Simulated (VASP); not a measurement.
Wanted: the native input for a VASP 6.6.1 run.

* Task: electric field gradients
* Functional: PBE
* Potentials or basis: VASP PAW PBE potentials, release 54 (Hf_pv, C)
* Cutoff: 520 eV
* k mesh: 7 × 7 × 7
* Occupations: gaussian, width 0.1 eV
* Spin: spin-orbit coupling, no magnetisation
* Hubbard terms: Hf d U = 5.3 eV
* Further INCAR settings: ALGO = Normal; EDIFF = 1e-08

The structure of HfC lies in POSCAR:

```
HfC
1.0
    0.0000000000      2.3250000000      2.3250000000
    2.3250000000      0.0000000000      2.3250000000
    2.3250000000      2.3250000000      0.0000000000
Hf C
1 1
Direct
    0.5000000000      0.5000000000      0.5000000000
    0.0000000000      0.0000000000      0.0000000000
```

One way to write it, as run:

INCAR

```
SYSTEM = HfC
ALGO     = Normal         ! electronic algorithm
EDIFF    = 1E-8           ! SCF threshold, eV
ENCUT    = 520            ! plane-wave cutoff, eV
GGA      = PE             ! functional
GGA_COMPAT= .False.      
ISIF     = 2              ! what is computed and relaxed
ISMEAR   = 0              ! smearing method
LASPH    = .True.         ! aspherical terms in the spheres
LCHARG   = .False.        ! write CHGCAR
LDAU     = .True.         ! DFT+U
LDAUJ    = 0 0          
LDAUL    = 2 -1           ! shell
LDAUPRINT= 1            
LDAUTYPE = 2            
LDAUU    = 5.3 0          ! U, eV
LEFG     = .True.       
LMAXMIX  = 4              ! l up to which the mixer works
LORBIT   = 11             ! projections on sites
LREAL    = .False.        ! projectors in reciprocal space
LSORBIT  = .True.         ! spin-orbit coupling
LWAVE    = .False.        ! write WAVECAR
MAGMOM   = 0 0 0 0 0 0    ! initial moments
NELM     = 60             ! most SCF steps
PREC     = Accurate       ! precision mode
SIGMA    = 0.1            ! smearing width, eV
```

KPOINTS

```
k-points
0
Gamma
  7 7 7
  0 0 0
```

Potentials or basis: VASP PAW PBE potentials, release 54 (Hf_pv, C).

Launch:

```sh
$ cat potpaw_PBE.54/Hf_pv/POTCAR potpaw_PBE.54/C/POTCAR > POTCAR
$ mpirun -np 1 vasp_ncl > vasp.out
```

Results of the run:

```
Pressure                                              : 18.7 GPa
Valence electrons inside the program's atomic spheres : Hf 8.53; C 2.44
```

Caveat: the U is typed as a test and isn't derived for this compound.

Run time: 27 s on 1 thread of Intel(R) Xeon(R) Platinum 8488C (Sapphire Rapids), on a shared host, peak memory 0.2 GiB.
